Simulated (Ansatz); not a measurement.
**Relaxing Ir**

Method: DFT PBEsol, scalar-relativistic, plane waves, PAW in Ansatz. Settings: 420 eV cutoff, 12×12×16 k-mesh, Gaussian smearing of 0.10 eV, no spin polarisation.

What was changed in Hf: Hf → Ir on all its sites, cell and atoms relaxed.

Spin–orbit coupling is left out, which can shift energies with elements as heavy as these.

Command:

```bash
ansatz run input.yaml --threads 1 --pin off --max-ram 2560MiB --backend cpu --events-out ev --progress --plain --runs-dir out
```

Input:

```yaml
crystal:
  lattice:
    - [4.3344554766, 0.0, 0.0]
    - [-2.1672277383, 3.7537485543, 0.0]
    - [0.0, 0.0, 2.6708390405]
  atoms:
    - { symbol: Ir, position: [0.6666666667, 0.3333333333, 0.5] }
    - { symbol: Ir, position: [0.3333333333, 0.6666666667, 0.5] }
    - { symbol: Ir, position: [0.0, 0.0, 0.0] }
basis:
  ecutwfc: 420
kpoints:
  mp_grid: { grid: [12, 12, 16] }
hamiltonian:
  xc: pbesol
scf:
  occupations: { method: gaussian, width: 0.1 }
output:
  forces: true
  stress: true
  eigenvalues: true
relax:
  adjacent_minimum: "off"
  f_tol: 0.01
  max_steps: 60
  cell: { stress_tol: 0.1 }
```

F is the free energy. Steps run on the plane waves of an earlier cell, but the last one, and at times one on the way, on a freshly chosen basis, so a repeated geometry can differ a little in energy.

Steps:

| step | F − F(1) (eV) | largest force component (eV/Å) | V (Å³/atom) | P (GPa) |
| --- | --- | --- | --- | --- |
| 1 | 0.0000 | 0.000 | 14.485 | -0.09 |
| 2 | 0.0000 | 0.000 | 14.470 | 0.23 |
| 3 | -0.0001 | 0.000 | 14.481 | -0.03 |
| 4 | -0.0001 | 0.000 | 14.481 | -0.03 |

Relaxed structure:

```cif
data_structure
_symmetry_space_group_name_H-M 'P 1'
_symmetry_Int_Tables_number 1
_cell_length_a 4.3364
_cell_length_b 4.3364
_cell_length_c 2.6677
_cell_angle_alpha 90.000
_cell_angle_beta 90.000
_cell_angle_gamma 120.000
_cell_volume 43.44
loop_
_atom_site_label
_atom_site_type_symbol
_atom_site_fract_x
_atom_site_fract_y
_atom_site_fract_z
_atom_site_occupancy
Ir1 Ir 0.66667 0.33333 0.50000 1
Ir2 Ir 0.33333 0.66667 0.50000 1
Ir3 Ir 0.00000 0.00000 0.00000 1
```

It takes space group P6/mmm (No. 191, hexagonal). Conventional cell: a = 4.336 Å, b = 4.336 Å, c = 2.668 Å, α = 90.00°, β = 90.00°, γ = 120.00°. Ir (site symmetry -6m2) has 11 Ir at 2.50 to 2.84 Å as nearest neighbours. Around Ir (site symmetry 6/mmm) lie 14 Ir at 2.67 to 2.84 Å.

The run converged. The run took 36 s on 1 thread of Intel(R) Xeon(R) Platinum 8488C (Sapphire Rapids), with other jobs on the host, peak memory 0.51 GiB.